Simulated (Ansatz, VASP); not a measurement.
## Cross-check of B107N107O (V_B-O_N) between VASP and Ansatz

One calculation is typed for both programs; each brings its own data sets. How far apart do they land? The cell is taken from a series of runs on this material, whose earlier steps may have relaxed, scaled, displaced or heated it; both programs get it as it stands.

Program: Ansatz 0.2.0. Level of theory: plane waves, with VASP 6.6.1 beside it; single point at PBEsol. Results are calculated unless marked as measured.

### Step 1. Starting point

The cell holds 215 atoms: 107 B, 107 N and 1 O. Its edges and angles: a = 13.011 Å, b = 13.011 Å, c = 13.322 Å, α = 90.0°, β = 90.0°, γ = 120.0°. It derives from BN (BN (P6_3/mmc)). Nearest the centre at fractional (0.500, 0.500, 0.375): O215 at 0.81 Å, B53 at 1.90 Å, B52 at 1.90 Å, N194 at 2.04 Å, N172 at 2.04 Å, N160 at 2.59 Å, N159 at 2.60 Å, B87 at 2.62 Å. The cell carries charge −1.

### Step 2. Ansatz: single point, PBEsol

Ansatz runs on its default PAW (the set named soft_2) files.

A single point gives forces, pressure and levels at one fixed geometry, so differences don't come from the geometry; what else differs is listed under the comparison.

input.yaml

```yaml
crystal:
  lattice:
    - [11.268, 6.505584, 0.0]
    - [-11.268, 6.505584, 0.0]
    - [0.0, 0.0, 13.322]
  atoms:
    - { symbol: B, position: [-0.00011842704, 0.22220730291, 0.12583736273] }
    - { symbol: B, position: [0.11100742548, 0.11112520388, 0.12599454051] }
    - { symbol: B, position: [0.22208922988, -8.1563e-07, 0.12583749239] }
    - { symbol: B, position: [-0.00121656636, 0.10981076138, 0.37488784263] }
    - { symbol: B, position: [0.10970177083, -0.00110761503, 0.37489551539] }
    - { symbol: B, position: [0.22092665831, 0.22103549421, 0.37489817987] }
    - { symbol: "N", position: [-9.412369e-05, 0.11112035811, 0.12564708981] }
    - { symbol: "N", position: [0.1110022843, 2.346484e-05, 0.12564744871] }
    - { symbol: "N", position: [0.22213300088, 0.22225073287, 0.12617426623] }
    - { symbol: "N", position: [-0.00043339916, 0.22128563783, 0.3748423235] }
    - { symbol: "N", position: [0.11004990228, 0.11015884523, 0.37489721069] }
    - { symbol: "N", position: [0.22117648291, -0.00032471406, 0.3748503023] }
    - { symbol: B, position: [-7.673159e-05, 0.22223174032, 0.62413745402] }
    - { symbol: B, position: [0.11105084473, 0.1111516243, 0.62398653016] }
    - { symbol: B, position: [0.22213122005, 2.416479e-05, 0.62413781777] }
    - { symbol: B, position: [-0.00010142866, 0.1111198141, 0.87494470872] }
    - { symbol: B, position: [0.11101158671, 6.82155e-06, 0.87494464778] }
    - { symbol: B, position: [0.22215827029, 0.22226651609, 0.87492441959] }
    - { symbol: "N", position: [-5.11356e-05, 0.11114616323, 0.62432587144] }
    - { symbol: "N", position: [0.11104563499, 4.979897e-05, 0.62432643056] }
    - { symbol: "N", position: [0.22217579263, 0.22227659776, 0.62382491501] }
    - { symbol: "N", position: [-7.316758e-05, 0.22225919059, 0.87494672159] }
    - { symbol: "N", position: [0.11103477849, 0.11114301559, 0.8749416635] }
    - { symbol: "N", position: [0.22215096331, 3.507829e-05, 0.87494740715] }
    - { symbol: B, position: [-0.00031087455, 0.55553066707, 0.12615687682] }
    - { symbol: B, position: [0.11097311499, 0.44449213143, 0.12612377371] }
    - { symbol: B, position: [0.22222723219, 0.33346340755, 0.12675674677] }
    - { symbol: B, position: [0.00011227589, 0.44381029509, 0.37479692623] }
    - { symbol: B, position: [0.11051970879, 0.33244434095, 0.3748494218] }
    - { symbol: B, position: [0.22257382254, 0.55447252893, 0.37483416152] }
    - { symbol: "N", position: [-0.00019134077, 0.44440604164, 0.12562324681] }
    - { symbol: "N", position: [0.11099089102, 0.33334102339, 0.12586373308] }
    - { symbol: "N", position: [0.22202258786, 0.55553690288, 0.12620879262] }
    - { symbol: "N", position: [0.00055113628, 0.55481612198, 0.37481706137] }
    - { symbol: "N", position: [0.11091779941, 0.44349499239, 0.37481051407] }
    - { symbol: "N", position: [0.22137649651, 0.33219765788, 0.37489009643] }
    - { symbol: B, position: [-0.00027343427, 0.55555381905, 0.6238152071] }
    - { symbol: B, position: [0.11101286872, 0.44451645265, 0.62385868174] }
    - { symbol: B, position: [0.22227084477, 0.33349053427, 0.62324574063] }
    - { symbol: B, position: [-6.052743e-05, 0.44449841082, 0.87494367657] }
    - { symbol: B, position: [0.11105500971, 0.33337672394, 0.87493340589] }
    - { symbol: B, position: [0.2222053429, 0.55560290117, 0.87493075295] }
    - { symbol: "N", position: [-0.00015236804, 0.44442903767, 0.62435359625] }
    - { symbol: "N", position: [0.11103167423, 0.33336574289, 0.62412330679] }
    - { symbol: "N", position: [0.22206066112, 0.55556067047, 0.62378104953] }
    - { symbol: "N", position: [-5.697861e-05, 0.55559805825, 0.87494700534] }
    - { symbol: "N", position: [0.11105267243, 0.4444825215, 0.87493792783] }
    - { symbol: "N", position: [0.22215564715, 0.33336954098, 0.87491757241] }
    - { symbol: B, position: [-0.00025079672, 0.88882046446, 0.12638407757] }
    - { symbol: B, position: [0.11083222478, 0.77772872534, 0.12598244486] }
    - { symbol: B, position: [0.22202554179, 0.66663699907, 0.1262092829] }
    - { symbol: B, position: [-0.00013905812, 0.77698995243, 0.37492260044] }
    - { symbol: B, position: [0.1111696357, 0.66593620469, 0.37481186217] }
    - { symbol: B, position: [0.22144791531, 0.88877066749, 0.37481570172] }
    - { symbol: "N", position: [-0.00017831005, 0.77777022065, 0.12608371841] }
    - { symbol: "N", position: [0.11088493459, 0.66663672415, 0.12566334566] }
    - { symbol: "N", position: [0.22205086396, 0.88887062733, 0.1254756042] }
    - { symbol: "N", position: [-0.0007121466, 0.88814991646, 0.37494729613] }
    - { symbol: "N", position: [0.1112911723, 0.77734850221, 0.37482448949] }
    - { symbol: "N", position: [0.2218939423, 0.66584032188, 0.37480448103] }
    - { symbol: B, position: [-0.00020935037, 0.8888460525, 0.62359616555] }
    - { symbol: B, position: [0.11087144477, 0.77775294393, 0.62399058169] }
[... 43 lines left out ...]
    - { symbol: "N", position: [0.33271043509, 0.55360533925, 0.37491614015] }
    - { symbol: O, position: [0.43766992371, 0.43777792352, 0.37494096088] }
    - { symbol: "N", position: [0.55349623524, 0.3328185673, 0.37501605996] }
    - { symbol: B, position: [0.33338426143, 0.55570512569, 0.62237815972] }
    - { symbol: B, position: [0.44471596285, 0.44481660569, 0.62164583091] }
    - { symbol: B, position: [0.55560479048, 0.3334853255, 0.62237649975] }
    - { symbol: B, position: [0.33331947582, 0.44451517392, 0.87490586263] }
    - { symbol: B, position: [0.44440693414, 0.33342772334, 0.87490569735] }
    - { symbol: B, position: [0.55552977114, 0.55563801659, 0.87490637045] }
    - { symbol: "N", position: [0.33326825889, 0.44446802357, 0.62241272095] }
    - { symbol: "N", position: [0.44436714886, 0.33336903741, 0.62241211396] }
    - { symbol: "N", position: [0.55544504294, 0.5555459364, 0.62181068441] }
    - { symbol: "N", position: [0.33327785865, 0.5555907469, 0.87491534516] }
    - { symbol: "N", position: [0.44437858541, 0.44448682371, 0.87489756794] }
    - { symbol: "N", position: [0.55548251703, 0.33338610274, 0.87491592359] }
    - { symbol: B, position: [0.33316643323, 0.88879424639, 0.12589126157] }
    - { symbol: B, position: [0.44430594854, 0.77759092623, 0.12710582001] }
    - { symbol: B, position: [0.55542814063, 0.66650211289, 0.12958759842] }
    - { symbol: B, position: [0.3321040835, 0.77826448076, 0.37480864994] }
    - { symbol: B, position: [0.44417629494, 0.66806966269, 0.37508934021] }
    - { symbol: B, position: [0.55463834481, 0.8891716723, 0.37488211914] }
    - { symbol: "N", position: [0.33311937072, 0.77772025078, 0.12591870081] }
    - { symbol: "N", position: [0.44421605073, 0.66660468385, 0.12740290207] }
    - { symbol: "N", position: [0.55538499849, 0.88879568361, 0.12636768711] }
    - { symbol: "N", position: [0.33230298499, 0.88953107563, 0.37478394835] }
    - { symbol: "N", position: [0.44215193892, 0.77973637755, 0.37487064954] }
    - { symbol: "N", position: [0.55261400566, 0.67611233697, 0.37555193063] }
    - { symbol: B, position: [0.33320622913, 0.8888169042, 0.62407802473] }
    - { symbol: B, position: [0.44434494524, 0.77761056118, 0.62287267554] }
    - { symbol: B, position: [0.55546839103, 0.66652206083, 0.62030901533] }
    - { symbol: B, position: [0.33330688731, 0.77780946614, 0.8749424622] }
    - { symbol: B, position: [0.44444078656, 0.666708948, 0.87491896319] }
    - { symbol: B, position: [0.55550179949, 0.88891142497, 0.87494022094] }
    - { symbol: "N", position: [0.33315759045, 0.77774319892, 0.62405454177] }
    - { symbol: "N", position: [0.44425165779, 0.66662732651, 0.62257521172] }
    - { symbol: "N", position: [0.55542443626, 0.88881756644, 0.62360284145] }
    - { symbol: "N", position: [0.33327402825, 0.88893028475, 0.87495118258] }
    - { symbol: "N", position: [0.44439034244, 0.77781997863, 0.87493646454] }
    - { symbol: "N", position: [0.55549677229, 0.66671114497, 0.87491999868] }
    - { symbol: B, position: [0.6665192374, 0.22214354707, 0.12621112939] }
    - { symbol: B, position: [0.77761108342, 0.11095032114, 0.12598339104] }
    - { symbol: B, position: [0.88870277396, -0.00013269105, 0.12638416464] }
    - { symbol: B, position: [0.66582726421, 0.11127838402, 0.37481582314] }
    - { symbol: B, position: [0.77688074893, -3.007522e-05, 0.3749029668] }
    - { symbol: B, position: [0.88866189133, 0.2215569902, 0.37481077485] }
    - { symbol: "N", position: [0.66651900579, 0.11100307192, 0.12566384229] }
    - { symbol: "N", position: [0.777652759, -6.001749e-05, 0.12608540337] }
    - { symbol: "N", position: [0.88875303522, 0.22216897412, 0.12547721699] }
    - { symbol: "N", position: [0.66573134514, 0.22200266898, 0.37482845579] }
    - { symbol: "N", position: [0.77723974207, 0.11140042005, 0.37482218339] }
    - { symbol: "N", position: [0.88804092864, -0.0006031032, 0.37493289223] }
    - { symbol: B, position: [0.6665595701, 0.2221643402, 0.62377075336] }
    - { symbol: B, position: [0.77765203435, 0.1109719022, 0.62399127501] }
    - { symbol: B, position: [0.88874518179, -0.00010884495, 0.62359582026] }
    - { symbol: B, position: [0.66659098104, 0.11116390053, 0.8749467675] }
    - { symbol: B, position: [0.77767563552, 3.50676e-06, 0.87494558058] }
    - { symbol: B, position: [0.88880321682, 0.22226212711, 0.87494853307] }
    - { symbol: "N", position: [0.66655937264, 0.11102388192, 0.62430961301] }
    - { symbol: "N", position: [0.77769466055, -3.608645e-05, 0.623893438] }
    - { symbol: "N", position: [0.88879378781, 0.2221920077, 0.62449363292] }
    - { symbol: "N", position: [0.66659618499, 0.22227973361, 0.87494191645] }
    - { symbol: "N", position: [0.77770471742, 0.1111589092, 0.87495204544] }
    - { symbol: "N", position: [0.88881115267, 3.463565e-05, 0.87494945921] }
    - { symbol: B, position: [0.66638370963, 0.55554608504, 0.129567329] }
    - { symbol: B, position: [0.77747340876, 0.44442383325, 0.12710303642] }
    - { symbol: B, position: [0.88867659671, 0.33328447314, 0.12589400748] }
    - { symbol: B, position: [0.66796034759, 0.4442827242, 0.37526845093] }
    - { symbol: B, position: [0.77815540799, 0.33221254711, 0.37482879056] }
    - { symbol: B, position: [0.88906289089, 0.55474717778, 0.37493013755] }
    - { symbol: "N", position: [0.66648688436, 0.44433455545, 0.12739284861] }
    - { symbol: "N", position: [0.77760249288, 0.33323751522, 0.12592108848] }
    - { symbol: "N", position: [0.88867759772, 0.55550278198, 0.12636530753] }
    - { symbol: "N", position: [0.67600748185, 0.5527222363, 0.37592115663] }
    - { symbol: "N", position: [0.77962738189, 0.4422606244, 0.37493326796] }
    - { symbol: "N", position: [0.88942220335, 0.33241206912, 0.3747793732] }
    - { symbol: B, position: [0.6664218527, 0.5555689919, 0.62029067477] }
    - { symbol: B, position: [0.77750954394, 0.44444561283, 0.62287180763] }
    - { symbol: B, position: [0.88871605665, 0.33330675847, 0.62408095501] }
    - { symbol: B, position: [0.66660071783, 0.44454902576, 0.8749185612] }
    - { symbol: B, position: [0.77770123753, 0.33341511463, 0.87494015712] }
    - { symbol: B, position: [0.88880320691, 0.55561004015, 0.87493808367] }
    - { symbol: "N", position: [0.66652657339, 0.44435171487, 0.6225670632] }
    - { symbol: "N", position: [0.7776424226, 0.33325805088, 0.62405738139] }
    - { symbol: "N", position: [0.88871705386, 0.55552520547, 0.62360128274] }
    - { symbol: "N", position: [0.66660291549, 0.55560501015, 0.8749214353] }
    - { symbol: "N", position: [0.77771175251, 0.44449858308, 0.87493486974] }
    - { symbol: "N", position: [0.88882204953, 0.33338226188, 0.87494884343] }
    - { symbol: B, position: [0.66647538832, 0.88860444081, 0.12732560764] }
    - { symbol: B, position: [0.77746339183, 0.77758160362, 0.12812298699] }
    - { symbol: B, position: [0.88848665796, 0.66659310166, 0.12732157624] }
    - { symbol: B, position: [0.66429625506, 0.77624349909, 0.37526504356] }
    - { symbol: B, position: [0.77613589999, 0.66440721896, 0.37540260814] }
    - { symbol: B, position: [0.88687412625, 0.88698321091, 0.37503707561] }
    - { symbol: "N", position: [0.66653864557, 0.77774656897, 0.12774463664] }
    - { symbol: "N", position: [0.77762808353, 0.66665561794, 0.12773520544] }
    - { symbol: "N", position: [0.88877435504, 0.88889220772, 0.12644385526] }
    - { symbol: "N", position: [0.6662788134, 0.89070099738, 0.37496644651] }
    - { symbol: "N", position: [0.77702016504, 0.77712927387, 0.37529656929] }
    - { symbol: "N", position: [0.89059181322, 0.66638758995, 0.3750282977] }
    - { symbol: B, position: [0.66651610498, 0.88862354332, 0.62264595607] }
    - { symbol: B, position: [0.77750288972, 0.77760330438, 0.62182605964] }
    - { symbol: B, position: [0.88852275271, 0.66661696295, 0.62264361053] }
    - { symbol: B, position: [0.66658118168, 0.77777893917, 0.87492715811] }
    - { symbol: B, position: [0.7776707191, 0.66668942582, 0.87492714389] }
    - { symbol: B, position: [0.88876413432, 0.88887236528, 0.87494166702] }
    - { symbol: "N", position: [0.6665813381, 0.77777276249, 0.62220981326] }
    - { symbol: "N", position: [0.77767266797, 0.66668285912, 0.62220187129] }
    - { symbol: "N", position: [0.88881890878, 0.88891962364, 0.62353700165] }
    - { symbol: "N", position: [0.66659890886, 0.88893262747, 0.8749412966] }
    - { symbol: "N", position: [0.77770769322, 0.77781592079, 0.87493754865] }
    - { symbol: "N", position: [0.88882440849, 0.66670714752, 0.87494072144] }
  host:
    repeats: [3, 3, 2]
    atoms:
      - { symbol: B, position: [0.0, 0.66666667, 0.25] }
      - { symbol: B, position: [0.33333333, 0.33333333, 0.25] }
      # ... 10 more atoms of the perfect host
total_charge: -1
basis:
  ecutwfc: 420
  xc_grid: 2
hamiltonian:
  xc: pbesol
kpoints:
  mp_grid: { grid: [1, 1, 1] }
magnetization:
  spin_polarized: true
  initial_magnetization: 1
  spin_locking: { lock_magnetization: hard }
scf:
  occupations: { method: fermi_dirac, width: 0.01 }
  max_iter: 80
  n_extra_bands: 16
  lower_state_search: "off"
output:
  forces: true
  eigenvalues: true
checkpoint:
  read: "../exc.ground.qm1_M1.run"
  write: "../exc0_qm1_M1.ground.l1.run"
  compress: false
  write_wavefunctions: false
  write_every: 100000
```

Launch:

```console
$ ansatz run input.yaml --threads 12 --pin off --max-ram 56524MiB --backend cuda --events-out ev --progress --plain --runs-dir out --max-vram 78GiB
```

Numbers of over 12 decimals in the logs are rounded to 6 here.

Output:

```text
Warning: the band count 448 (scf.n_extra_bands) hosts the net moment |M| = 1.0000 μB (N_el = 863) but caps the reachable moment at 2·n_bands − N_el = 33.0000 μB, below the 647 bands that the automatic [...]
Warning: checkpoint.read: the run can stay near the saved state's solution: 215 site(s) moved relative to the saved geometry (max |Δs| = 6.350e-3 fractional); the SCF starts from the saved state under [...]
[...]
Engine: ansatz 0.2.0, aarch64-unknown-linux-gnu
[...]
Pseudopotential: B, paw, valence charge 3, recommended cutoff 420 eV (normal), B.paw.azcp
Pseudopotential: N, paw, valence charge 5, recommended cutoff 420 eV (normal), N.paw.azcp
Pseudopotential: O, paw, valence charge 6, recommended cutoff 420 eV (normal), O.paw.azcp
Functional definition: PBEsol
[...]
Crystal: 215 atoms, lattice volume = 1953.136 Å³
Basis set: ecut = 420 eV, 38193 PW (Γ), exchange–correlation on 180×180×180 points (8 copies of the dense FFT grid, shifted against one another)
Bands: 448, of which v1, the nominal top of the filled ones, is band 432 counted from 1 (431 counted from 0)
[...]
Space group: P1 (ITA 1), of the structure as read, at distance tolerance 1.3e-4 Å
[...]
k-points: 1
[...]
Functional: x = pbesol(κ = 0.804, μ = 0.123457), c = pbesol(β = 0.046)
[...]
SCF iter   1: F=—  HF=-57662.915958 eV  |F-HF|=—  |Δ(HF+E_count)|=         —  Δρ=3.73e-3 (↑3.47e-3 ↓3.73e-3)  dr2=3.96e-1  dr2_m=7.48e-2  M=1.000 μB ∫|m|=1.128 μB  β_m=0.30  ethr=4.60e-5  ⟨swp⟩=2.0  H [...]
[...]
SCF 1 converged in 10 iterations: F = -57662.883110 eV  dr2 = 4.53e-8
[...]
SCF converged after 10 iterations
[...]
```

[end of part 1 of 2]

[Lines on the potential files, build, host, timing and source positions are cut from VASP's logs without a mark.]

[Logs are printed without paths, hosts, clocks, repeated set-up lines and the standing remarks that a program may print on its own settings, such as how far it seeks lower states.]

[Hosts, paths, dates, database ids (printed as entryN), source tags and the programs' standing remarks are cut or masked in the printed files.]
